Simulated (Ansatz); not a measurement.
A run of Ansatz 0.2.0 is set up as follows.

File input.yaml:

```yaml
crystal:
  lattice:
    - [-2.6975585167, 2.6975585167, 2.6975585167]
    - [2.6975585167, -2.6975585167, 2.6975585167]
    - [2.6975585167, 2.6975585167, -2.6975585167]
  atoms:
    - { symbol: K, position: [0.0, 0.0, 0.0] }
hamiltonian:
  xc: { exchange: pbe, correlation: pbe, exx: { coeff: 0.25, omega: 0.3 } }
  pseudopotentials: { kind: paw }
kpoints:
  mp_grid: { grid: [5, 5, 5], shift: [0.5, 0.5, 0.5] }
scf:
  occupations: { method: fermi_dirac, width: 0.15 }
  initial_density: { chi_scale: 0.1 }
output:
  forces: true
  stress: true
  eigenvalues: true
```

Potentials or basis: Ansatz PAW.

The run is started by

```console
$ ansatz run input.yaml --threads 1 --pin off --max-ram 2560MiB --backend cpu --events-out ev --progress --plain --runs-dir out
```

What does it give for the band gap on the k mesh?

None (metal or under the smearing width).

Estimate the pressure.

-0.1 GPa.

Caveat: the PAW data sets come from PBE, with cores solved anew for the run's functional, which leaves a small shift of forces and pressure; the thresholds are loose for stress.
